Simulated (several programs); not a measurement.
# Many methods on one cell: BeTe (h-MgO type)

BeTe built on the h-MgO prototype (it has left that coordination), relaxed with r2SCAN in Ansatz, was computed with several methods. Space group P6_3/mmc (No. 194), hexagonal; conventional cell a = 4.031 Å, c = 8.144 Å, 28.65 Å³ an atom. Around Be lie 3 Te at 2.33 Å; around Te lie 3 Be at 2.33 Å. The structure was generated, not taken from experiment, and needn't be the ground state; spin polarisation is off.

```yaml
crystal:
  lattice:
    - [4.03085, 0.00000, 0.00000]
    - [-2.01543, 3.49082, 0.00000]
    - [0.00000, 0.00000, 8.14405]
  atoms:
    - { symbol: Be, position: [0.33333, 0.66667, 0.25000] }
    - { symbol: Be, position: [0.66667, 0.33333, 0.75000] }
    - { symbol: Te, position: [0.66667, 0.33333, 0.25000] }
    - { symbol: Te, position: [0.33333, 0.66667, 0.75000] }
```

Gaps and times are for a single point on this cell; volume and bulk modulus come from each method's own relaxation or energy curve at fixed shape, which is too stiff where a cell has free coordinates or axes. Times are rough, from shared hosts (Arm Neoverse V2; Intel Xeon Platinum 8488C), and each method has its own mesh and cell size. A double dagger marks a value from a curve with shape and coordinates held. PM6 (MOPAC), PM7 (MOPAC), GFN1-xTB (tblite), GFN2-xTB (tblite) treat a cluster of cells at its zone centre, which samples few k points: where these miss a band edge, the gap comes out too large for that reason alone. Gaps from k meshes are read at a limited set of points (mesh, symmetry points, PBE's band edges), so each method's own least gap may be somewhat smaller. xTB and the PM methods were fitted mostly to molecules, and can miss a solid's gap by electronvolts. Minimal bases can be far off for gaps. Times of the plane-wave ladder aren't listed, since it ran on unlike processors and cards. Curves at held shape can't give the bulk modulus of a layered or molecular crystal, so none is listed. GLLB-SC's gap includes the derivative discontinuity. G0W0 is at finite bands, cutoff and mesh. d marks a direct gap, i an indirect one (no mark: not told apart), a dash a value that wasn't computed or didn't pass its checks.

```tsv
method	kind	gap (eV)	own volume (Å³/atom)	bulk modulus (GPa)	atoms computed	processor time
PM7 (MOPAC)	semi-empirical	11.60	29.25‡	–	cluster	0.62 s
PM6 (MOPAC)	semi-empirical	8.62	–	–	cluster	0.64 s
GFN1-xTB (tblite)	tight binding	3.59	28.06‡	–	cluster	1.3 s
light PBE (260 eV and a coarse mesh)	light plane-wave	2.56 i	–	–	4	1.6 s
GFN2-xTB (tblite)	tight binding	3.67	29.56‡	–	cluster	2.4 s
PBE/single zeta (GPAW)	small basis	2.02 i	–	–	4	4.1 s
PBE/SZV (CP2K)	small basis	2.51 i	–	–	4	4.5 s
PBE/DZVP (CP2K)	small basis	2.83 i	–	–	4	8.7 s
PBE	semilocal	2.55 i	30.84	–	4	–
r2SCAN	semilocal	3.01 i	28.65	–	4	–
GLLB-SC (GPAW)	model potential	4.51	–	–	4	32 s
G0W0@r2SCAN (140 eV screening cutoff)	many-body	3.86	–	–	4	–
G0W0@PBE (210 eV screening cutoff)	many-body	3.69	–	–	4	–
```

Against r2SCAN (3.01 eV) and with closed or daggered gaps left aside, the nearest gap at the points sampled is that of PBE/DZVP (CP2K) (-0.18 eV) and the farthest that of PM7 (MOPAC) (+8.59 eV). r2SCAN is only a yardstick of convenience: semilocal gaps usually lie below measured ones, which GLLB-SC and hybrids aim to mend.

Volumes against r2SCAN's: PBE +7.6 %.

Spin-orbit coupling is left out, which matters wherever the heavy atoms make up the band edges.
